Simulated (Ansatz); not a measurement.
# TaAs (rocksalt): a single-point run

The task is a single-point run on TaAs (rocksalt). The structure is shown as the input types it.

Program: Ansatz 0.2.0. Level of theory: DFT r2SCAN, scalar-relativistic, plane waves, PAW. These are calculated values, not measurements.

1 further run of the same task is left out (set aside as unsound or not needed). Runs told in other sessions of the task aren't counted.

## Step 1: The structure to begin with

Symmetry: Fm-3m, No. 225, cubic system. Conventional cell: a = 5.239 Å, b = 5.239 Å, c = 5.239 Å, α = 90.00°, β = 90.00°, γ = 90.00°. Ta (site symmetry m-3m) is surrounded by 6 As at 2.62 Å. As (site symmetry m-3m) has 6 Ta at 2.62 Å in its first shell of neighbours.

Structure file:

```xyz
2
Lattice="0.0000 2.6193 2.6193 2.6193 0.0000 2.6193 2.6193 2.6193 0.0000" Properties=species:S:1:pos:R:3 pbc="T T T"
Ta    2.6193    2.6193    2.6193
As    0.0000    0.0000    0.0000
```

## Step 2: Input and run

Input file input.yaml:

```yaml
crystal:
  lattice:
    - [0.0, 2.6192812653, 2.6192812653]
    - [2.6192812653, 0.0, 2.6192812653]
    - [2.6192812653, 2.6192812653, 0.0]
  atoms:
    - { symbol: Ta, position: [0.5, 0.5, 0.5] }
    - { symbol: As, position: [0.0, 0.0, 0.0] }
basis:
  ecutwfc: 500
  ecutrho_ratio: 4
kpoints:
  mp_grid: { grid: [12, 12, 12] }
hamiltonian:
  xc: r2scan
scf:
  occupations: { method: gaussian, width: 0.05 }
  max_iter: 75
output:
  forces: true
  stress: true
magnetization:
  spin_polarized: true
  initial_magnetization: 15
```

On the command line:

```console
$ ansatz run input.yaml --threads 2 --pin off --max-ram 2662MiB --backend cpu --events-out ev --progress --plain --runs-dir out
```

What happens when this is run?

The run converged and reported no error, with warnings (given moment on shells, seeded moment not kept). Its log warns: «where an SCF of this run starts from atoms to list the orders of its open shells, Ta (site 0, from 0) starts with 3.00 μB on its 5d shell ...»

In the input, magnetization.spin_polarized is true; magnetization.initial_magnetization is 15. A typed moment is only a start; here the run ends at the energy of the run without it (within 1 meV an atom), so the result stands.

No remedy is needed.
